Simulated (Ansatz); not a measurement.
# LiCl (rocksalt type): how the settings move a single-point run

Question: which choices in the input matter for LiCl (rocksalt type)?

Method: reference: DFT, LDA, PAW with Ansatz's default frozen-core files, scalar-relativistic, in Ansatz 0.2.0.

1 further run of the same task is left out (set aside as unsound or not needed).

**1. The starting structure**

It takes space group Fm-3m (No. 225, cubic). Conventional cell: a = 5.080 Å, b = 5.080 Å, c = 5.080 Å, α = 90.00°, β = 90.00°, γ = 90.00°. Around Li (site symmetry m-3m) lie 6 Cl at 2.54 Å. Cl (site symmetry m-3m) has 6 Li at 2.54 Å as nearest neighbours.

As a file:

```
Li Cl
1.0
     0.00000    2.54005    2.54005
     2.54005    0.00000    2.54005
     2.54005    2.54005    0.00000
Li Cl
1 1
Direct
  0.00000 0.00000 0.00000
  0.50000 0.50000 0.50000
```

**2. The reference run**

input.yaml

```yaml
crystal:
  lattice:
    - [0.0, 2.5400472488, 2.5400472488]
    - [2.5400472488, 0.0, 2.5400472488]
    - [2.5400472488, 2.5400472488, 0.0]
  atoms:
    - { symbol: Li, position: [0.0, 0.0, 0.0] }
    - { symbol: Cl, position: [0.5, 0.5, 0.5] }
kpoints:
  mp_grid: { grid: [14, 14, 14] }
scf:
  occupations: { method: fermi_dirac, width: 0.05 }
hamiltonian:
  xc: lda
  pseudopotentials: { kind: paw }
output:
  forces: true
  stress: true
  eigenvalues: true
  efg: { contact_densities: true }
```

Launch:

```bash
$ ansatz run input.yaml --threads 1 --pin off --max-ram 2048MiB --backend cpu --events-out ev --progress --plain --runs-dir out
```

**3. Changing settings: mp_grid.grid [5, 5, 5]**

Changes to input.yaml since step 2:

```diff
@@ -9,3 +9,3 @@
 kpoints:
-  mp_grid: { grid: [14, 14, 14] }
+  mp_grid: { grid: [5, 5, 5] }
 scf:
@@ -20 +20,5 @@
   efg: { contact_densities: true }
+  write_density: true
+  write_potential: true
+  elf: true
+  volumetric_format: npy
```

Q: Predict the outcome of this session. Wanted: for each run, ending; energy change; pressure; gap; force.

The runs gave:

```tsv
run	ending	energy change	pressure (GPa)	gap (eV)	force (eV/Å)	cycles	time
reference	converged	0	-2.4	6.15	0.00	6	4 s
1: mp_grid.grid [5, 5, 5]	converged	+0.7 meV/atom	-2.4	6.16	0.00	6	2 s
```

Times don't compare one to one where runs were asked for different outputs or read a saved state (see the inputs); cycles may leave out searches for a lower state.

Residual by cycle in the longest SCF loop of each run; runs are numbered as in the table. The quantity is the density residual dr2, in eV.

```tsv
cycle	reference	run 1
1	0.0126	0.0123
2	0.00128	0.00127
3	1.5e-4	1.5e-4
4	1.3e-6	1.3e-6
5	4.6e-9	3.7e-9
6	2.5e-11	2.4e-11
```

**Reading.** Changing the k-point mesh moves the energy by +0.7 meV/atom. The energy is not variational in the mesh, so the sign tells nothing.

The gaps are Kohn-Sham values of a semilocal functional, not quasiparticle or optical gaps. Such gaps usually fall short of the measured ones.
